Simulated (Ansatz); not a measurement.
An Ansatz run on BeS (zincblende) left the output below. The cell was relaxed with r2SCAN and then strained (isotropic +3.17 % on every length), with the atoms relaxed again with r2SCAN; k points keep the names of the unstrained zone.

The cell given to it:
```cif
data_structure
_symmetry_space_group_name_H-M 'P 1'
_symmetry_Int_Tables_number 1
_cell_length_a 3.5518
_cell_length_b 3.5518
_cell_length_c 3.5518
_cell_angle_alpha 60.000
_cell_angle_beta 60.000
_cell_angle_gamma 60.000
_cell_volume 31.68
loop_
_atom_site_label
_atom_site_type_symbol
_atom_site_fract_x
_atom_site_fract_y
_atom_site_fract_z
_atom_site_occupancy
Be1 Be 0.00000 0.00000 0.00000 1
S1 S 0.25000 0.25000 0.25000 1
```

The output, standing remarks left out:
```
scf.n_extra_bands = 4 over 4 filled bands (N_el = 8.0): the run solves 8 bands
Pseudopotential: Be, paw, valence charge 2, recommended cutoff 500 eV (meta_gga)
Pseudopotential: S, paw, valence charge 6, recommended cutoff 500 eV (meta_gga)
Functional definition: r2SCAN
Crystal: 2 atoms, lattice volume = 31.682 Å³
Basis set: ecut = 500 eV, 821 PW (Γ)
Symmetry: 24 space group operations
Space group: F-43m (ITA 216)
k-points: 47 of 1000 (time reversal used)
preconditioner: auto → none  [insulator: Δε(μ)=3.696 eV  ℏωp=18.7 eV]
SCF 1 converged in 6 iterations: F = -1001.523433 eV  dr2 = 1.09e-9
NSCF: frozen V_eff on 7 k-points
SCF converged after 6 iterations
Free energy (F): -1001.523433 eV
Fermi energy:    3.979335 eV
--- Per-component energies (eV) ---
  E_band       = -8.068570
  E_kinetic    = 125.015213
  E_local      = -126.906114
  E_nonlocal   = 31.895370
  E_hartree    = 39.435557
  E_xc         = -110.116736
  E_vxc        = -115.989335
  E_paw        = -670.262229
  E_vpaw       = -6.245528
  E_vtau       = 5.290931
  E_ewald      = -290.462701
  E_core_change = -0.121794
--- Forces (eV/Å), atoms counted from 1 ---
  atom   1  Be      0.00000      0.00000      0.00000
  atom   2  S       0.00000      0.00000      0.00000
--- Stress (GPa, compression-positive) ---
       -7.652887       0.000000       0.000000
        0.000000      -7.652887       0.000000
        0.000000       0.000000      -7.652887
  P = ⅓ Tr σ = -7.6529 GPa (-76.529 kbar)
--- Band table (eV; the first three rows and the last of 47) ---
  k-point 0: bands = [-9.6346, 3.9793, 3.9793, 3.9793, 9.7474, 10.2463, 10.2463, 10.2463]
  k-point 1: bands = [-9.5313, 3.2310, 3.8665, 3.8665, 9.9030, 10.4637, 10.4637, 10.8437]
  k-point 2: bands = [-9.2391, 1.7194, 3.6034, 3.6034, 9.8613, 10.9111, 10.9111, 12.4100]
  k-point 46: bands = [-7.7285, -0.1544, 0.7031, 1.0947, 10.2433, 11.7098, 13.5012, 13.9044]
```

bands.tsv, columns around the gap (it counts bands from 0):
```tsv
# k_distance	band_0	band_1	band_2	band_3	band_4	band_5	band_6	band_7
# fermi_ev = 3.979335
# [0, 0, 0] at k_distance = 0.000000
# [-0.5, -0.5, 0] at k_distance = 1.250896
# [-0.375, -0.375, 0.25] at k_distance = 1.693155
# [-0.375, 0, 0.375] at k_distance = 2.459169
# [0, 0, 0.5] at k_distance = 3.225183
# [-0.5, -0.25, 0.25] at k_distance = 4.109700
# [-0.0375, 0, 0.0375] at k_distance = 5.383067
# levels_relative_to = fermi_ev
0.000	-13.614	0.000	0.000	0.000	5.768	6.267	6.267	6.267
1.251	-11.742	-4.667	-2.363	-2.363	3.773	5.419	12.962	12.962
1.693	-11.759	-4.246	-3.645	-1.952	4.934	7.863	10.861	11.497
2.459	-11.759	-4.246	-3.645	-1.952	4.934	7.863	10.861	11.497
3.225	-12.215	-5.303	-0.919	-0.919	5.684	7.123	7.123	11.498
4.110	-11.704	-3.999	-3.446	-2.932	6.850	8.685	8.836	8.899
5.383	-13.575	-0.276	-0.104	-0.015	5.890	6.315	6.362	6.483
```
In order the rows are Γ, X, U, K, L, W, Γ–K (0.10).

Problem. Write the input file that gave this output.

Solution.
```yaml
crystal:
  # lattice and atoms as above
kpoints:
  mp_grid: { grid: [10, 10, 10] }
  band_path:
    path:
      - [0.0, 0.0, 0.0]
      - [-0.5, -0.5, 0.0]
      - [-0.375, -0.375, 0.25]
      - [-0.375, 0.0, 0.375]
      - [0.0, 0.0, 0.5]
      - [-0.5, -0.25, 0.25]
      - [-0.0375, 0.0, 0.0375]
    npoints: 1
hamiltonian:
  xc: r2scan
scf:
  occupations: { method: fixed }
  n_extra_bands: 4
output:
  forces: true
  stress: true
  eigenvalues: true
```
The term E_vtau belongs to a meta-GGA, which reads the kinetic-energy density. A single point prints forces and stress when the output block asks for them. Not every key shows in the log; this is the file that was used.

(Simulation; spin polarisation is off.)
